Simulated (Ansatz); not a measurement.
The elements of this relaxed trial crystal are hidden behind letters.

```
lattice vectors (Å)
   3.0367    0.0000    0.0000
   0.0000   18.1566    0.0000
   0.0000    0.0000    3.0453
fractional positions
X 0.0000 0.0000 0.8706
X 0.0000 0.3445 0.9357
X 0.0000 0.6555 0.9357
Z 0.0000 0.1713 0.8747
Z 0.0000 0.8287 0.8747
Q 0.0000 0.5000 0.7585
```

Theory: DFT PBE, scalar-relativistic, plane waves, PAW (Ansatz 0.2.0). Plane waves to 420 eV, a 12×2×12 mesh through Γ for the 6-atom cell and 0.10 eV Gaussian smearing; no spin polarisation.

- Space group: Pmm2 (No. 25)
- Conventional cell: a = 3.037 Å, b = 18.157 Å, c = 3.045 Å
- Volume per atom: 27.98 Å³
- Density: 6.56 g/cm³
- Energy over the elements: +0.10 eV/atom
- Gap on the 12×2×12 mesh of the 6-atom cell: 0 eV (a metal)

Energies are uncorrected and count from the elements' standard states at the same level.

Q: X is a p-block element of period 5, Z is a p-block element of period 5 and Q is a p-block element of period 4. Which elements are they?

A: X = In, Z = Sb, Q = As, so the formula is In3Sb2As. Density times volume gives a mean mass of 6.56 × 27.98/1.6605 = 110.5 u per atom, and this set has 110.5 u. In on a site of symmetry mm2 is surrounded by 4 In at 3.04–3.05 Å and 2 Sb at 3.11 Å; around Sb lie 4 Sb at 3.04–3.05 Å and 2 In at 3.11–3.15 Å; around As lie 2 In at 2.87 Å and 4 As at 3.04–3.05 Å; 1 more site not described. Other sets within the hints have nearly the same mass, so mass alone doesn't settle it; this one was computed.

Spin–orbit coupling, which can matter for Sb, is left out. Symmetry constrained the relaxation, so the result can be a saddle point. Another cell of In3Sb2As relaxed alike, in P3m1, lies 242 meV/atom lower, so this cell isn't the stable form at this level.
